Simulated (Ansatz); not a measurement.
# Quasi-harmonic thermodynamics of BaTe (Fm-3m), part 2 of 3

Wanted: α(T), C_P(T) and B(T) of BaTe in the quasi-harmonic approximation.

Ansatz 0.2.0; DFT r2SCAN, scalar-relativistic, plane waves, PAW (the session's first sound run).

So far. Step 2 (A first coarse run): The start is under 4.1 GPa at this level and looks like an insulator or semiconductor on this mesh. Step 5 (Tight relaxation): The residual pressure is 0.0084 GPa, small enough for phonons.

The database entry behind the starting cell differs from later determinations by our own check (about 2.5 % short), so it need not match the best structure at ambient conditions.

### 6. A faulty attempt

This input was changed on purpose, to see how the program answers.

input.yaml reads:

```yaml
crystal:
  lattice:
    - [0.0, 3.5312210603, 3.5312210603]
    - [3.5312210603, 0.0, 3.5312210603]
    - [3.5312210603, 3.5312210603, 0.0]
  atoms:
    - { symbol: Ba, position: [0.0, 0.0, 0.0] }
    - { symbol: Te, position: [0.5, 0.5, 0.5] }
kpoints:
  mp_grid: { grid: [8, 8, 8] }
hamiltonian:
  xc: r2scan
scf:
  occupations: { method: fixed }
  max_iter: 50
output:
  eigenvalues: true
phonons:
  method: dfpt
  qmesh: [2, 2, 2]
  amplitude: 0.01
  thermal_expansion: {}
```

Started as:

```console
ansatz run input.yaml --threads 4 --pin off --max-ram 8192MiB --backend cpu --events-out ev --progress --plain --runs-dir out
```

Numbers of over 12 decimals in the logs are rounded to 6 here.

The log of the run:

```text
Error: invalid value for `phonons.amplitude`: set with method: dfpt — a finite-displacement knob (the displacement step); dfpt computes the analytic response in the run's own cell, with no displaced geometries; remove amplitude or use method: fd, without the keys that are dfpt's alone (method's entry in the input reference names them)
```

Run time: 0.02 s. Hardware: 4 threads of Arm Neoverse V2, shared host; peak memory 0.031 GiB; 0.02 s of CPU time.

The input was rejected at the start.

The program's message: “Error: invalid value for `phonons.amplitude`: set with method: dfpt — a finite-displacement knob (the displacement step); dfpt computes the analytic response in the run's own cell, with no displaced g …”

The fault put into the input: a displacement amplitude under linear response.

### 7. Phonons on strained cells, cutoff 580 eV, functional r2SCAN

The study relaxes the crystal at several strains, solves the phonons on some of them and minimises the free energy at each temperature (static energy, vibrations, the electrons in a metal, and PV under a set pressure); the q-mesh sets how far the force constants reach.

Changes to input.yaml since step 6:

```diff
@@ -14,3 +14,2 @@
   occupations: { method: fixed }
-  max_iter: 50
 output:
@@ -20,3 +19,3 @@
   qmesh: [2, 2, 2]
-  amplitude: 0.01
+  temperatures: { t_max: 800.0, t_step: 50 }
   thermal_expansion: {}
```

The log of the run:

```text
[...]
Crystal: 2 atoms, lattice volume = 88.065 Å³
Basis set: ecut = 580 eV, 2741 PW (Γ), exchange–correlation on 200×200×200 points (125 copies of the dense FFT grid, shifted against one another)
Bands: 17, of which v1, the nominal top of the filled ones, is band 13 counted from 1 (12 counted from 0)
Symmetry: 48 space group operations
[...]
k-points: 29 of 512
[...]
SCF iter   1: F=—  HF=-12963.488822 eV  |F-HF|=—  |Δ(HF+E_count)|=         —  Δρ=3.05e-3  dr2=1.30e-2  dr2_τ=2.53e-3  ethr=1.77e-3  ⟨swp⟩=5.8  Hψ=2435  notcnv=0  defer=37
[...]
SCF iter   8: F=-12963.526000 eV  HF=-12963.526000 eV  |F-HF|=0.00e0  |Δ(HF+E_count)|=  3.77e-10  Δρ=5.94e-8  dr2=2.27e-12  dr2_τ=1.77e-13  ethr=1.00e-12  ⟨swp⟩=9.6  Hψ=3429  notcnv=0
SCF 1 converged in 8 iterations: F = -12963.526000 eV  dr2 = 2.27e-12
[...]
relax step   1: F+E_penalty+E_count = -12963.52599979 eV  Δ(F+E_penalty+E_count) = +0.000e0 eV  max|allowed force component| = 1.703e-29 eV/Å  Δτ_max = 0.0000 Å  (8 SCF iters, accepted)
SCF converged after 8 iterations
Free energy (F): -12963.526000 eV
[...]
Internal energy: -12963.526000 eV  (E = F + TS)
E sigma→0 (E₀):  -12963.526000 eV
Fermi energy:    5.901828 eV
[...]
--- Stress (GPa, compression-positive) ---
        0.007500       0.000000      -0.000000
       -0.000000       0.007500      -0.000000
       -0.000000      -0.000000       0.007500
  P = ⅓ Tr σ = 0.0075 GPa (0.075 kbar)
--- Band table (eV; the first three rows and the last of 29) ---
  k-point 0: bands = [... 9 lower, -3.8033, 5.9018, 5.9018, 5.9018, 9.3326, 9.3326, 9.3326, 9.4470]
  k-point 1: bands = [... 9 lower, -3.6960, 5.4527, 5.7023, 5.7023, 9.3439, 9.5224, 9.5224, 10.0531]
  k-point 2: bands = [... 9 lower, -3.4466, 4.6589, 5.3135, 5.3135, 9.4879, 10.0342, 10.0342, 11.2614]
  k-point 28: bands = [... 9 lower, -3.4089, 4.7308, 5.0245, 5.0245, 9.8382, 9.8382, 11.3197, 11.5878]
── thermal expansion: 3 new cells, 3 in all ──
thermal expansion: relaxation of cell 2
thermal expansion: relaxation of cell 3
── thermal expansion: 2 new cells, 5 in all ──
thermal expansion: relaxation of cell 4
thermal expansion: lower-state search of cell 4
thermal expansion: phonons of cell 4
thermal expansion: relaxation of cell 5
thermal expansion: phonons of cell 5
── thermal expansion: 5 new cells, 10 in all ──
thermal expansion: relaxation of cell 6
thermal expansion: relaxation of cell 7
thermal expansion: relaxation of cell 8
thermal expansion: relaxation of cell 9
thermal expansion: relaxation of cell 10
thermal expansion: phonons of cell 6
thermal expansion: phonons of cell 7
--- Relaxed structure (1 steps of the walk, 1 accepted, 0 SCFs on fresh bases) ---
  F+E_penalty+E_count = -12963.52599979 eV   max|allowed force component| = 1.703e-29 eV/Å
  atoms:
    - { symbol: Ba, position: [0.0, 0.0, 0.0] }
    - { symbol: Te, position: [0.5, 0.5, 0.5] }
--- Thermal expansion: 10 cells in 3 rounds, 0 GPa ---
  no lower state was reached at cell 4
  without vibrations: a 4.99431, b 4.99431, c 4.99431 Å, V 88.0867 Å³, B 30.63 GPa
  at 0 K: a 4.99890, b 4.99890, c 4.99890 Å, V 88.3303 Å³, B 30.37 GPa
  zero-point expansion: a +0.092, b +0.092, c +0.092, V +0.276 %
      T/K        a/Å        b/Å        c/Å       V/Å³ | expansion of a, b, c, V (1e-6/K)   | that of V in the mean from 25 °C | C_P, C_V (J/mol K of the cell) | B_T, B_S (GPa)
     0.00    4.99890    4.99890    4.99890    88.3303 |    0.00    0.00    0.00    0.00 |   37.55 |     0.000     0.000 |    30.37    30.37
   100.00    5.00278    5.00278    5.00278    88.5359 |   13.41   13.41   13.41   40.23 |   44.88 |    44.853    44.595 |    29.90    30.07
   200.00    5.01004    5.01004    5.01004    88.9218 |   15.18   15.18   15.18   45.53 |   46.59 |    49.141    48.493 |    29.18    29.57
   298.15    5.01770    5.01770    5.01770    89.3303 |   15.91   15.91   15.91   47.72 |       - |    50.298    49.258 |    28.45    29.06
   350.00    5.02188    5.02188    5.02188    89.5539 |   16.23   16.23   16.23   48.69 |   48.27 |    50.688    49.432 |    28.06    28.78
   450.00    5.03019    5.03019    5.03019    89.9992 |   16.84   16.84   16.84   50.51 |   49.31 |    51.311    49.613 |    27.29    28.22
   550.00    5.03882    5.03882    5.03882    90.4633 |   17.46   17.46   17.46   52.38 |   50.36 |    51.883    49.704 |    26.50    27.66
   650.00    5.04780    5.04780    5.04780    90.9474 |   18.13   18.13   18.13   54.39 |   51.45 |    52.461    49.757 |    25.68    27.08
   750.00    5.05714    5.05714    5.05714    91.4532 |   18.86   18.86   18.86   56.58 |   52.60 |    53.074    49.789 |    24.84    26.48
   800.00    5.06196    5.06196    5.06196    91.7150 |   19.25   19.25   19.25   57.76 |   53.19 |    53.400    49.801 |    24.41    26.18
  the static fit leaves 0.000 meV an atom of the energies and, of the stresses, 0.000 GPa of each cell's largest along a strain (root mean squares over the cells), whose Pulay part it has at -0.002 GPa
  vibrations' free energy: its fit passes through its cells
  the electrons' free energy at temperature is not in it: every band gap is over 0.83 eV
  free energies summed between the sampled wave vectors
  estimated error of the fitted expansion in any direction: up to 0.033e-6/K, at 800 K, with few degrees of freedom (an estimate, not a bound: it was exceeded on models of known expansion)
  by sums over the sampled wave vectors an expansion of the volume parts by up to 2.64e-6/K
  by a static energy of one degree less an expansion of the volume parts by up to 0.08e-6/K
  the FFT grids of the static calculations differ: 40 × 40 × 40, 45 × 45 × 45
  band gaps on the cells' k-points are 1.946 to 2.129 eV
```

It took 22 min on 4 threads; peak memory 3.2 GiB.

Numbers from this step:

```
pressure                                         : 0.007500 GPa
volume expansion coefficient at 298 K            : 47.72 1e-6/K
C_P at 298 K                                     : 25.15 J/mol-atom/K
entropy at 298 K                                 : 50.75 J/mol-atom/K
isothermal bulk modulus at 298 K                 : 28.45 GPa
Grüneisen parameter at 298 K                     : 1.483
volume at 298 K                                  : 44.66 Å³/atom
principal linear expansion coefficients at 298 K : 15.91, 15.91, 15.91 1e-6/K
```

Strained cells of the study; zero-point energy where phonons were solved; the pressures are stresses at a fixed cutoff and can carry an offset from the finite basis. Expansion cells, by row:

```tsv
cell	|a| (Å)	|b| (Å)	|c| (Å)	V (Å³/atom)	E - E_lowest (meV/atom)	pressure, compression positive (GPa)	gap (eV)	zero-point energy (meV/atom)
1	4.994	4.994	4.994	44.03	0	0.006	2.002	-
2	5.034	5.034	5.034	45.1	2.313	-0.69	2.045	-
3	4.954	4.954	4.954	42.99	2.503	0.778	1.957	-
4	4.995	4.995	4.995	44.05	0	-0.009	2.003	14.74
5	5.02	5.02	5.02	44.72	0.959	-0.452	2.03	14.4
6	5.053	5.053	5.053	45.63	5.104	-1.003	2.064	13.93
7	5.083	5.083	5.083	46.43	11.28	-1.444	2.093	13.53
8	4.945	4.945	4.945	42.75	3.802	0.969	1.946	-
9	4.97	4.97	4.97	43.4	0.925	0.464	1.975	-
10	5.124	5.124	5.124	47.56	23.35	-1.99	2.129	-
```

Quasi-harmonic; a, b, c are the run's own cell vectors. Expansion, by row:

```tsv
T (K)	a (Å)	b (Å)	c (Å)	alpha (deg)	beta (deg)	gamma (deg)	cell volume (Å³/cell)	alpha_a (1e-6/K)	alpha_b (1e-6/K)	alpha_c (1e-6/K)	alpha_V (1e-6/K)	C_P (J/mol-atom/K)	C_V (J/mol-atom/K)	S (J/mol-atom/K)	B_T (GPa)	B_S (GPa)	Grueneisen	extrapolation	fit error (1e-6/K)
0	4.999	4.999	4.999	60	60	60	88.33	0	0	0	0	0	0	0	30.37	30.37	-	0	0
50	5	5	5	60	60	60	88.38	9.29	9.29	9.29	27.87	16.48	16.45	10.61	30.23	30.29	1.363	0	0.01
100	5.003	5.003	5.003	60	60	60	88.54	13.41	13.41	13.41	40.23	22.43	22.3	24.4	29.9	30.07	1.438	0	0.01
150	5.006	5.006	5.006	60	60	60	88.72	14.59	14.59	14.59	43.77	23.95	23.72	33.83	29.55	29.83	1.457	0	0.01
200	5.01	5.01	5.01	60	60	60	88.92	15.18	15.18	15.18	45.53	24.57	24.25	40.82	29.18	29.57	1.467	0	0.01
250	5.014	5.014	5.014	60	60	60	89.13	15.58	15.58	15.58	46.75	24.92	24.5	46.34	28.81	29.31	1.476	0	0.01
298.1	5.018	5.018	5.018	60	60	60	89.33	15.91	15.91	15.91	47.72	25.15	24.63	50.75	28.45	29.06	1.483	0	0.01
300	5.018	5.018	5.018	60	60	60	89.34	15.92	15.92	15.92	47.76	25.16	24.63	50.91	28.44	29.05	1.483	0	0.01
350	5.022	5.022	5.022	60	60	60	89.55	16.23	16.23	16.23	48.69	25.34	24.72	54.8	28.06	28.78	1.491	0	0.01
400	5.026	5.026	5.026	60	60	60	89.77	16.53	16.53	16.53	49.6	25.51	24.77	58.19	27.68	28.5	1.498	0	0.01
450	5.03	5.03	5.03	60	60	60	90	16.84	16.84	16.84	50.51	25.66	24.81	61.21	27.29	28.22	1.506	0	0.01
500	5.034	5.034	5.034	60	60	60	90.23	17.14	17.14	17.14	51.43	25.8	24.83	63.92	26.9	27.94	1.513	0	0.02
550	5.039	5.039	5.039	60	60	60	90.46	17.46	17.46	17.46	52.38	25.94	24.85	66.38	26.5	27.66	1.521	0	0.02
600	5.043	5.043	5.043	60	60	60	90.7	17.79	17.79	17.79	53.37	26.08	24.87	68.65	26.09	27.37	1.529	0	0.02
650	5.048	5.048	5.048	60	60	60	90.95	18.13	18.13	18.13	54.39	26.23	24.88	70.74	25.68	27.08	1.538	0	0.02
700	5.052	5.052	5.052	60	60	60	91.2	18.49	18.49	18.49	55.46	26.38	24.89	72.69	25.27	26.78	1.546	0	0.02
750	5.057	5.057	5.057	60	60	60	91.45	18.86	18.86	18.86	56.58	26.54	24.89	74.51	24.84	26.48	1.555	0	0.02
800	5.062	5.062	5.062	60	60	60	91.72	19.25	19.25	19.25	57.76	26.7	24.9	76.23	24.41	26.18	1.564	0	0.03
```

Expansion coefficient against temperature; values in 1e-6/K:

```tsv
temperature (K)	volume	principal 1
0	0	0
50	27.9	9.29
100	40.2	13.4
150	43.8	14.6
200	45.5	15.2
250	46.8	15.6
298	47.7	15.9
300	47.8	15.9
350	48.7	16.2
400	49.6	16.5
450	50.5	16.8
500	51.4	17.1
550	52.4	17.5
600	53.4	17.8
650	54.4	18.1
700	55.5	18.5
750	56.6	18.9
800	57.8	19.2
```

At 298 K the volume expansion is 47.7 × 10⁻⁶/K and B_T is 28.5 GPa. The program raised the cutoff to 580 eV by itself: with no cutoff typed, the study takes about 1.16 times the default for its relaxations and scales it with the volume for the phonons.

### 8. A new level, relaxed again

The functional, the potentials or the cutoff change, so the crystal is relaxed again at the new setting.

This step: DFT RPBE, scalar-relativistic, plane waves, PAW (Ansatz 0.2.0).

input.yaml, the sections that differ from step 7:

```yaml
hamiltonian:
  xc: rpbe
output:
  forces: true
  stress: true
  eigenvalues: true
relax:
  adjacent_minimum: "off"
  f_tol: 0.001
  max_steps: 60
  cell: { stress_tol: 0.01 }
# crystal, kpoints, scf: as in step 7
# phonons: removed
```

Total energies of two functionals don't compare. The cutoff isn't typed and follows the default for these files.

The log of the run:

```text
[...]
Crystal: 2 atoms, lattice volume = 88.065 Å³
Basis set: ecut = 420 eV, 1759 PW (Γ), exchange–correlation on 72×72×72 points (8 copies of the dense FFT grid, shifted against one another)
Bands: 17, of which v1, the nominal top of the filled ones, is band 13 counted from 1 (12 counted from 0)
Symmetry: 48 space group operations
[...]
k-points: 29 of 512
[...]
SCF iter   1: F=—  HF=-12951.674414 eV  |F-HF|=—  |Δ(HF+E_count)|=         —  Δρ=1.18e-3  dr2=7.23e-4  ethr=1.77e-3  ⟨swp⟩=6.0  Hψ=2431  notcnv=0  defer=39
[...]
SCF iter   6: F=-12951.674926 eV  HF=-12951.674926 eV  |F-HF|=2.62e-9  |Δ(HF+E_count)|=   1.99e-7  Δρ=1.34e-6  dr2=1.39e-9  ethr=1.87e-10  ⟨swp⟩=6.9  Hψ=3591  notcnv=0
SCF 1 converged in 6 iterations: F = -12951.674926 eV  dr2 = 1.39e-9
[...]
relax step   1: F+E_penalty+E_count = -12951.67492648 eV  Δ(F+E_penalty+E_count) = +0.000e0 eV  max|allowed force component| = 2.123e-29 eV/Å  Δτ_max = 0.0000 Å  P = +1.239 GPa  Ω = 88.065 Å³  (6 SCF iters, dr2 threshold 1.00e-7 eV, accepted)
Crystal: 2 atoms, lattice volume = 91.679 Å³
Basis set: ecut = 420 eV, 1807 PW (Γ), exchange–correlation on 72×72×72 points (8 copies of the dense FFT grid, shifted against one another)
[...]
SCF iter   5: F=-12951.689558 eV  HF=-12951.689558 eV  |F-HF|=1.97e-7  |Δ(HF+E_count)|=   2.34e-6  Δρ=8.27e-6  dr2=6.12e-8  ethr=7.69e-10  ⟨swp⟩=9.8  Hψ=3745  notcnv=0
SCF 2 converged in 5 iterations: F = -12951.689558 eV  dr2 = 6.12e-8
relax step   2: F+E_penalty+E_count = -12951.68955831 eV  Δ(F+E_penalty+E_count) = -1.463e-2 eV  max|allowed force component| = 7.675e-30 eV/Å  Δτ_max = 0.0000 Å  P = +0.113 GPa  Ω = 91.679 Å³  energy of the carried Pulay correction = -1.777e-4 eV  (5 SCF iters, dr2 threshold 2.00e-7 eV, accepted)
Crystal: 2 atoms, lattice volume = 92.059 Å³
[...]
SCF iter   4: F=-12951.689684 eV  HF=-12951.689684 eV  |F-HF|=2.17e-8  |Δ(HF+E_count)|=   1.54e-6  Δρ=3.77e-6  dr2=2.39e-8  ethr=1.24e-10  ⟨swp⟩=7.4  Hψ=3644  notcnv=0
SCF 3 converged in 4 iterations: F = -12951.689684 eV  dr2 = 2.39e-8
relax step   3: F+E_penalty+E_count = -12951.68968446 eV  Δ(F+E_penalty+E_count) = -1.261e-4 eV  max|allowed force component| = 6.048e-29 eV/Å  Δτ_max = 0.0000 Å  P = +0.008 GPa  Ω = 92.059 Å³  energy of the carried Pulay correction = -1.959e-4 eV  (4 SCF iters, dr2 threshold 3.21e-8 eV, accepted)
[...]
SCF iter   8: F=-12951.689879 eV  HF=-12951.689879 eV  |F-HF|=1.82e-12  |Δ(HF+E_count)|=    0.00e0  Δρ=6.33e-9  dr2=1.03e-13  ethr=1.00e-12  ⟨swp⟩=10.3  Hψ=3630  notcnv=0
SCF 4 converged in 8 iterations: F = -12951.689879 eV  dr2 = 1.03e-13
relax step   4: F+E_penalty+E_count = -12951.68987850 eV  Δ(F+E_penalty+E_count) = -1.940e-4 eV  max|allowed force component| = 5.654e-29 eV/Å  Δτ_max = 0.0000 Å  P = +0.008 GPa  Ω = 92.059 Å³  stress off target by 7.78e-3 GPa  SCF on the basis re-selected at this cell (its energy is not comparable with the rows above)  (8 SCF iters)
[...]
SCF converged after 8 iterations
Free energy (F): -12951.689879 eV
[...]
Internal energy: -12951.689879 eV  (E = F + TS)
E sigma→0 (E₀):  -12951.689879 eV
Fermi energy:    5.793450 eV
[...]
--- Stress (GPa, compression-positive) ---
        0.007777      -0.000000      -0.000000
       -0.000000       0.007777      -0.000000
       -0.000000      -0.000000       0.007777
  P = ⅓ Tr σ = 0.0078 GPa (0.078 kbar)
--- Band table (eV; the first three rows and the last of 29) ---
  k-point 0: bands = [... 9 lower, -3.5061, 5.7934, 5.7934, 5.7934, 8.6935, 8.9177, 8.9177, 8.9177]
  k-point 1: bands = [... 9 lower, -3.4244, 5.3586, 5.6094, 5.6094, 8.8907, 9.0886, 9.0886, 9.3284]
  k-point 2: bands = [... 9 lower, -3.2314, 4.6181, 5.2530, 5.2530, 9.0480, 9.5484, 9.5484, 10.4780]
  k-point 28: bands = [... 9 lower, -3.1859, 4.7041, 4.9657, 4.9657, 9.3948, 9.3948, 10.5420, 10.7530]
--- Relaxed structure (3 steps of the walk, 3 accepted, 1 SCFs on fresh bases) ---
[...]
cell:  # Å, volume = 92.0592 Å³
    - [0, 3.583816, 3.583816]
    - [3.583816, 0, 3.583816]
    - [3.583816, 3.583816, 0]
  atoms:
    - { symbol: Ba, position: [0, 0, 0] }
    - { symbol: Te, position: [0.500000, 0.500000, 0.500000] }
```

The job ended after 3.4 s (4 threads; peak memory 0.43 GiB; 12 s of CPU time).

Step by step:

```tsv
step	energy less that of the first step (eV)	largest force component (eV/Å)	pressure (GPa)	volume (Å³)
1	0.0000	0.0000	1.24	88.07
2	-0.0146	0.0000	0.11	91.68
3	-0.0148	0.0000	0.01	92.06
4*	-0.0150	0.0000	0.01	92.06
```

Relaxation steps marked * repeat the geometry before them on a plane-wave basis chosen anew for their cell, so energy and pressure can jump there.

The run keeps the 48 symmetry operations that it works with, so distortions that break them were not tested.

```tsv
conventional cell, symmetrised	before	after	change
a (Å)	7.062	7.168	+1.5 %
b (Å)	7.062	7.168	+1.5 %
c (Å)	7.062	7.168	+1.5 %
volume (Å³/atom)	44.03	46.03	+4.5 %
```

Final coordinates:

```xyz
2
Lattice="0.0000 3.5838 3.5838 3.5838 0.0000 3.5838 3.5838 3.5838 0.0000" Properties=species:S:1:pos:R:3 pbc="T T T"
Ba    0.0000    0.0000    0.0000
Te    3.5838    3.5838    3.5838
```

This step gave:

```
pressure          : 0.007777 GPa
gap on the k-mesh : 1.853 eV
volume per atom   : 46.03 Å³
```

The residual pressure is 0.0078 GPa, small enough for phonons.

[end of part 2 of 3]

[Logs are printed without paths, hosts, clocks, repeated set-up lines and the standing remarks that a program may print on its own settings, such as how far it seeks lower states.]

[Hosts, paths, dates, database ids (printed as entryN), source tags and the programs' standing remarks are cut or masked in the printed files.]

[A step with changed settings may run another functional than the one named; its input shows which.]

[Pressures of single members of a volume series are the stress at the run's cutoff; with an incomplete basis they can lie off −dE/dV of the same runs, and they are not shown converged.]
